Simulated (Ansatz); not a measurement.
Runs of Ansatz 0.2.0 on Be. Symmetry: P6_3/mmc, No. 194, hexagonal system. Conventional cell: a = 2.285 Å, b = 2.285 Å, c = 3.584 Å, α = 90.00°, β = 90.00°, γ = 120.00°. Be (site symmetry -6m2) is surrounded by 12 Be at 2.23 to 2.29 Å. 

```tsv
level	gap on the mesh (eV)	pressure (GPa)	relaxed volume (Å³/atom)
PBEsol+D3(BJ)	none	0.0	7.49
PBEsol+D4	none	0.0	7.77
PBEsol+D3(BJ)-ATM	none	0.0	(a)
PBEsol	none	0.0	7.85
```

Alike in all rows: task relaxation of cell and atoms; potentials or basis Ansatz PAW; no spin polarisation; cell relaxed; k mesh 13 × 13 × 8; cutoff (eV) 420; smearing fermi-dirac 0.05 eV.

Task: Fill in the values left out.

Result: (a) 7.58.

Caveats: the plane-wave basis is chosen anew once the cell has moved, so the energies of steps on either side of that aren't comparable; the PAW data sets come from PBE, with cores solved anew for the run's functional, which leaves a small shift of forces and pressure; pairwise dispersion overbinds metals, which lowers pressure and volume (some runs).

A gap of «none» marks a metal or a gap under the smearing width.
